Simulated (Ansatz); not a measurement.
# KCl: the cost of one run

Method: DFT PBEsol, scalar-relativistic, plane waves, PAW, in Ansatz 0.2.0.

## Step 1: Starting point

The structure is cubic, space group Pm-3m (No. 221). Conventional cell: a = 3.634 Å, b = 3.634 Å, c = 3.634 Å, α = 90.00°, β = 90.00°, γ = 90.00°. K (site symmetry m-3m) has 8 Cl at 3.15 Å as nearest neighbours. Cl (site symmetry m-3m) is surrounded by 8 K at 3.15 Å.

As a file:

```xyz
2
Lattice="3.6340 0.0000 0.0000 0.0000 3.6340 0.0000 0.0000 0.0000 3.6340" Properties=species:S:1:pos:R:3 pbc="T T T"
K     0.0000    0.0000    0.0000
Cl    1.8170    1.8170    1.8170
```

## Step 2: First run, at the start cell

input.yaml reads:

```yaml
crystal:
  lattice:
    - [3.634, 0.0, 0.0]
    - [0.0, 3.634, 0.0]
    - [0.0, 0.0, 3.634]
  atoms:
    - { symbol: K, position: [0.0, 0.0, 0.0] }
    - { symbol: Cl, position: [0.5, 0.5, 0.5] }
basis:
  ecutwfc: 420
  ecutrho_ratio: 4
kpoints:
  mp_grid: { grid: [8, 8, 8] }
hamiltonian:
  xc: pbesol
scf:
  occupations: { method: gaussian, width: 0.05 }
output:
  forces: true
  stress: true
  eigenvalues: true
```

The run is started by

```bash
ansatz run input.yaml --threads 1 --pin off --max-ram 2560MiB --backend cpu --events-out ev --progress --plain --runs-dir out
```

**Question.** How long does this run take on 1 thread of Arm Neoverse N1, shared host, and how much memory does it need?

About 2.5 s, with a peak of 0.28 GiB.
